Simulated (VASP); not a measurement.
La:

```
CELL_PARAMETERS angstrom
3.79631 0.00000 0.00000
-1.89816 3.28770 0.00000
0.00000 0.00000 12.04126
ATOMIC_POSITIONS crystal
La 0.00000 0.00000 0.00000
La 0.00000 0.00000 0.50000
La 0.33333 0.66667 0.25000
La 0.66667 0.33333 0.75000
```

```yaml
Program: VASP 6.6.1
Task: relaxation of cell and atoms
Functional: PBE
Dispersion: D3(BJ)
Potentials_or_basis: VASP PAW PBE potentials, release 64 (La)
Cutoff: 600 eV
k_mesh: 12 × 12 × 4
Occupations: gaussian, width 0.1 eV
Spin: no spin polarisation
```

At the start: pressure -2.1 GPa; volume 37.57 Å³/atom.

Task: How do energy, volume and symmetry change on relaxing?

Result: Over 11 steps the energy falls by 21.6 meV/atom and the volume is 34.46 Å³/atom (-8.3 %); space group P6_3/mmc (No. 194, to 0.05 Å).

The path:
```csv
step,energy change (eV),largest force (eV/Å),pressure (GPa),volume (Å³)
1,0.0000,0.0000,-2.05,150.29
2,-0.0828,0.0000,-0.41,140.05
3,-0.0860,0.0000,-0.02,137.84
4,-0.0860,0.0000,0.03,137.59
5,-0.0864,0.0000,0.03,137.64
6,-0.0864,0.0000,0.03,137.66
7,-0.0864,0.0000,0.02,137.69
8,-0.0864,0.0000,0.03,137.67
9,-0.0864,0.0000,0.03,137.67
10,-0.0864,0.0000,0.03,137.67
11,-0.0864,0.0000,0.01,137.82
```

Final structure:
```xyz
4
Lattice="3.6715 0.0000 0.0000 -1.8357 3.1796 0.0000 0.0000 0.0000 11.8063" Properties=species:S:1:pos:R:3 pbc="T T T"
La    0.0000    0.0000   11.8063
La    0.0000    0.0000    5.9032
La    0.0000    2.1197    2.9516
La    1.8357    1.0599    8.8548
```

Caveat: pairwise dispersion overbinds metals, which lowers pressure and volume.
